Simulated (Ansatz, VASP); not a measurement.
ZnS: VASP beside Ansatz

```
Zn S
1.0
     0.00000    2.70200    2.70200
     2.70200    0.00000    2.70200
     2.70200    2.70200    0.00000
Zn S
1 1
Direct
  0.75000 0.75000 0.75000
  0.00000 0.00000 0.00000
```

Alike in both runs: task relaxation of cell and atoms; functional HF; k mesh 5 × 5 × 5; occupations fermi-dirac, width 0.05 eV; no spin polarisation.

```csv
,VASP,Ansatz
version,VASP 6.6.1,Ansatz 0.2.0
potentials or method,"VASP PAW PBE potentials, release 64 (Zn, S)",Ansatz PAW
plane-wave cutoff (eV),600,420
valence electrons in the cell,18,18
```

Ansatz gave:

```
gap on the k mesh at the Fermi level, each at its own relaxed structure (eV) : 9.62
relaxed volume (Å³/atom)                                                     : 21.81
relaxed cell length with the largest relative difference (Å)                 : 3.951
energy change over the relaxation (meV/atom)                                 : -51
```

Task: Estimate VASP's values.

Result: gap on the k mesh at the Fermi level, each at its own relaxed structure (eV): 9.61; relaxed volume (Å³/atom): 21.72; relaxed cell length with the largest relative difference (Å): 3.946; energy change over the relaxation (meV/atom): -47.

Caveats: the PAW data sets were made with another functional, which shifts forces and pressure a little (VASP); the volume moved by +10 % from the deposited cell, more than functionals usually miss (VASP); odd divisions of the mesh miss points on the zone boundary, where band edges often lie, so the gap on the mesh can be too wide (Ansatz); the plane-wave basis is chosen anew once the cell has moved, so the energies of steps on either side of that aren't comparable (Ansatz); the volume moved by +11 % from the deposited cell, more than functionals usually miss (Ansatz); the PAW data sets come from PBE, with cores solved anew for the run's functional, which leaves a small shift of forces and pressure (Ansatz). Zero-point motion and thermal expansion aren't in these numbers.
